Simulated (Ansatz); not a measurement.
Free-standing chains of the atoms of Re, named by their start (strip: triangular double chain, ladder: square double chain); atoms and period are relaxed, and energies count from relaxed bulk Re (P6_3/mmc, 14.95 Å³/atom, gap on the mesh 0.00 eV).

Theory: Ansatz, DFT PBE, scalar-relativistic, plane waves, PAW.

Cutoff 420 eV, Gaussian smearing of 0.05 eV, energies at zero smearing, symmetry of each start kept, collinear spin where a moment is listed.

```tsv
start	atoms	k mesh	excess energy (eV per host atom)	period (Å)	highest filled level or Fermi level under vacuum (eV)	size of the moment (μB per cell)
linear chain	1	1×1×26	5.578	2.396	4.71	2.69
dimerised chain	2	1×1×13	5.603	4.849	4.70	5.69
zigzag chain*	2	1×1×15	3.816	3.192	-	0.12
ladder chain	4	1×1×13	3.551	4.839	-	0.00
strip chain	2	1×1×24	3.824	2.416	-	0.23
```

Zero in every row: gap on the mesh (eV).

* ends far from its start.

Spin-orbit coupling is left out, which matters for the bands of heavy elements. The program reads another magnetic order as possibly lower.

Each run keeps its start's symmetry and one magnetic start, so lower states can exist. Rows stand on unlike meshes and boxes, so starts that end alike can differ by a few hundredths of an eV per atom.

Cost: 5 runs of about 11 core-minutes in all, on Arm Neoverse V1 (shared hosts).